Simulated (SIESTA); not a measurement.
The system is NiO.

```
Ni O
1.0
     0.00000    2.08590    2.08590
     2.08590    0.00000    2.08590
     2.08590    2.08590    0.00000
Ni O
1 1
Direct
  0.00000 0.00000 0.00000
  0.50000 0.50000 0.50000
```

Base run:

```yaml
Program: SIESTA 5.4.2
Functional: PBE
Potentials_or_basis: PseudoDojo 0.4 standard (PBE files)
Basis: DZ (energy shift 0.002 Ry)
Grid_cutoff: 800 Ry
Energy_shift: 0.002 Ry
k_mesh: 11 × 11 × 11
Occupations: fermi-dirac, width 0.05 eV
Spin: collinear spin, ferromagnetic start
Starting_moments: "[1.0, 0.0] μB"
```

Its results: band gap on the k mesh none (metal or under the smearing width); pressure 4.3 GPa; net moment 1.78 μB per cell; site moments Ni +1.46; O +0.32 μB.

The run is repeated on the same cell with these changes: basis from DZ (energy shift 0.002 Ry) to SZ (energy shift 0.002 Ry). What comes out?

Band gap on the k mesh none (metal or under the smearing width); pressure 9.4 GPa; net moment 0.33 μB per cell; site moments Ni +0.28; O +0.05 μB.

Caveats: the basis has no polarisation orbitals; the basis of atomic orbitals isn't converged, which shifts pressures, moduli and gaps; semilocal functionals often make such compounds metallic where correlation or magnetic order opens a gap, which also shifts bond lengths; semicore shells carry a single zeta, which can move pressures by several GPa and volumes by a few percent (some runs); a cell with one magnetic atom can't hold antiferromagnetic order, which such compounds often take (some runs); short orbitals over semicore shells can move pressures by several GPa (some runs).

Not every run made on this cell is shown here.
